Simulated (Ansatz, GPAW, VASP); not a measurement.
**Ag: programs and potentials compared**

```
Ag
1.0
     0.00000    2.04275    2.04275
     2.04275    0.00000    2.04275
     2.04275    2.04275    0.00000
Ag
1
Cartesian
  0.0000 0.0000 0.0000
```

Alike in all runs: task single point; functional PBE; k mesh 11 × 11 × 11; occupations gaussian, width 0.015 eV; no spin polarisation; no spin-orbit coupling. Pressure is positive in compression and, in plane waves, holds the error of the finite cutoff.

```csv
program and potentials,plane-wave cutoff (eV),notes,pressure (GPa)
"GPAW, GPAW PAW data sets (gpaw-data 1.2.1)",600,17 valence electrons an atom on average,?
"Ansatz, all-electron LAPW, scalar-relativistic",-,-,4.25
"VASP, PBE PAW files Ag, 520 eV",520,11 valence electrons an atom on average,4.10
```

Task: Estimate from the other rows what the run with GPAW, GPAW PAW data sets (gpaw-data 1.2.1) gave.

Result: Pressure 4.20 GPa. The other rows, which needn't bracket it: pressure 4.10 to 4.25.
